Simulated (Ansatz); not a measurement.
How far is PAW off for PbS?

```
CELL_PARAMETERS angstrom
0.00000 2.96500 2.96500
2.96500 0.00000 2.96500
2.96500 2.96500 0.00000
ATOMIC_POSITIONS crystal
Pb 0.00000 0.00000 0.00000
S 0.50000 0.50000 0.50000
```

Atom numbers follow the list: Pb1, S2.

Conventional cell: a = 5.930 Å, b = 5.930 Å, c = 5.930 Å, α = 90.00°, β = 90.00°, γ = 90.00°. Pb (atom 1) is surrounded by 6 S at 2.96 Å. S (atom 2) is surrounded by 6 Pb at 2.96 Å.

The cell comes from COD entry 9000001, which wasn't checked; take it as a given geometry.

No spin–orbit coupling, which matters for the heavy atoms here.

Methods: DFT, LDA, PAW with Ansatz's default frozen-core files, scalar-relativistic (Ansatz 0.2.0); DFT, LDA, all-electron PAW with datasets made for the crystal, scalar-relativistic (Ansatz 0.2.0); DFT, LDA, all-electron LAPW, scalar-relativistic (Ansatz 0.2.0).

For PAW: a Γ-centred 8×8×8 k mesh, Fermi–Dirac smearing of 0.01 eV, cutoff 420 eV, no spin polarisation; the PAW files were made with PBE, and the program remakes their frozen cores for this functional. The crystal-made all-electron datasets (AE datasets) take a cutoff of 260 eV at this cell. LAPW targets a basis error of 0.5 meV/atom. The Ansatz runs share mesh, smearing and spin set-up. Plane-wave (PAW) pressures include the program's estimate of the Pulay term.

Stress and pressure are positive in compression.

Levels count from the top of the valence band.

| quantity | PAW | AE datasets | LAPW |
| --- | --- | --- | --- |
| pressure (GPa) | -2.55 | -2.54 | -2.53 |
| band gap (eV) | 0.227 | 0.224 | 0.224 |
| highest filled level at W (eV) | -0.992 | -0.994 | -0.994 |
| lowest empty level at W (eV) | 2.066 | 2.062 | 2.062 |
| highest filled level at K (eV) | -2.505 | -2.508 | -2.508 |
| lowest empty level at K (eV) | 3.240 | 3.237 | 3.237 |
| highest filled level at L (eV) | 0.000 | 0.000 | 0.000 |
| lowest empty level at L (eV) | 0.227 | 0.224 | 0.224 |
